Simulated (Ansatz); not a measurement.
## SnTe under changes of volume

One of the cells (31.281 Å³/atom); the others are scaled copies at fixed shape and fractional positions:

```
CELL_PARAMETERS angstrom
0.00000 3.15085 3.15085
3.15085 0.00000 3.15085
3.15085 3.15085 0.00000
ATOMIC_POSITIONS crystal
Te 0.50000 0.50000 0.50000
Sn 0.00000 0.00000 0.00000
```

| Quantity | Value |
| --- | --- |
| Program | Ansatz 0.2.0 |
| Functional | PBE |
| Potentials or basis | Ansatz PAW |
| Cutoff | 420 eV (not typed: the program's choice for these potentials) |
| k mesh | 7 × 7 × 7 |
| Occupations | fermi-dirac, width 0.05 eV |
| Spin | spin-orbit coupling, no magnetisation |

| volume (Å³/atom) | energy over the lowest point (meV/atom) | pressure (GPa) |
| --- | --- | --- |
| 29.404 | 55.73 | 5.7 |
| 30.030 | 36.00 | 4.4 |
| 30.656 | ? | ? |
| 31.281 | 10.36 | 2.2 |
| 31.907 | 3.55 | 1.3 |
| 32.532 | 0.21 | 0.4 |
| 33.158 | 0.00 | -0.3 |

What does the run at 30.656 Å³/atom give?

Energy over the lowest point 21.03 meV/atom; pressure 3.3 GPa.

Worked out: A Birch-Murnaghan fit of order 3 (a polynomial in V^(-2/3)) to the other rows has its minimum at 32.89 Å³/atom with B0 = V·E''(V) = 40 GPa and B' = 4.4. It gives 21.03 meV/atom at 30.656 Å³/atom, against the run's 21.03, and -dE/dV = 3.3 GPa, against 3.3.

Energies are extrapolated to zero smearing.
